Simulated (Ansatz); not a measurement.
# BN: the cost of one run

Method: DFT LDA, scalar-relativistic, plane waves, PAW, in Ansatz 0.2.0.

2 further runs of the same task are left out: 2 set aside as unsound or not needed.

**1. Starting point**

The structure is hexagonal, space group P6_3/mmc (No. 194). Conventional cell: a = 2.488 Å, b = 2.488 Å, c = 6.495 Å, α = 90.00°, β = 90.00°, γ = 120.00°. B (site symmetry -6m2) is surrounded by 3 N at 1.44 Å. N (site symmetry -6m2) has 3 B at 1.44 Å as nearest neighbours.

As a file:

```
B N
1.0
     2.48835    0.00000    0.00000
    -1.24418    2.15498    0.00000
     0.00000    0.00000    6.49527
B N
2 2
Cartesian
  0.0000 1.4367 1.6238
  1.2442 0.7183 4.8715
  0.0000 1.4367 4.8715
  1.2442 0.7183 1.6238
```

It is the result of an earlier relaxation at this level (volume 8.71 Å³/atom; gap on the mesh: 4.07 eV).

**2. The scan**

The energy is mapped over two normal modes frozen in (zone-centre modes of the cell shown).

The axes are (1) amplitude of mode 6 (113 cm⁻¹), largest displacement: 9 values from −0.229 Å; (2) amplitude of mode 10 (1386 cm⁻¹), largest displacement: 9 values from −0.067 Å.

Nothing else is relaxed (the cell and all other modes fixed). Energies count from the relaxed high-symmetry cell. Points are written as (first, second).

The modes come from a phonon run on the reference cell, made beforehand.

Displacement patterns for an amplitude of 1 (Å):

| atom | x1 | y1 | z1 | x2 | y2 | z2 |
| --- | --- | --- | --- | --- | --- | --- |
| B1 | 0.000 | 0.000 | 1.000 | 1.000 | 0.000 | 0.000 |
| B2 | 0.000 | 0.000 | -1.000 | -0.005 | 0.000 | 0.000 |
| N3 | 0.000 | 0.000 | -0.992 | 0.004 | 0.000 | 0.000 |
| N4 | 0.000 | 0.000 | 0.992 | -0.772 | 0.000 | 0.000 |

**3. The run at (−0.115 Å, −0.067 Å)**

The input, input.yaml:

```yaml
crystal:
  lattice:
    - [2.4883517136, 0.0, 0.0]
    - [-1.2441758568, 2.1549757975, 0.0]
    - [0.0, 0.0, 6.4952714786]
  atoms:
    - { symbol: B, position: [0.3064078792, 0.6666666667, 0.2323717915] }
    - { symbol: B, position: [0.6667932326, 0.3333333333, 0.7676282085] }
    - { symbol: "N", position: [0.3332220625, 0.6666666667, 0.7674832063] }
    - { symbol: "N", position: [0.6874601665, 0.3333333333, 0.2325167937] }
basis:
  ecutwfc: 520.0
kpoints:
  mp_grid: { grid: [12, 12, 4] }
hamiltonian:
  xc: lda
  pseudopotentials: { kind: paw, azcp: { folder: soft_1 } }
scf:
  occupations: { method: gaussian, width: 0.05 }
output:
  forces: true
  stress: true
  eigenvalues: true
  write_density: true
  write_potential: true
  elf: true
  volumetric_format: npy
```

Run with:

```console
$ ansatz run input.yaml --threads 1 --pin off --max-ram 2048MiB --backend cpu --events-out ev --progress --plain --runs-dir out
```

What time and memory should one allow on 1 thread of Arm Neoverse N1, shared host?

About 46 s, with a peak of 0.43 GiB.
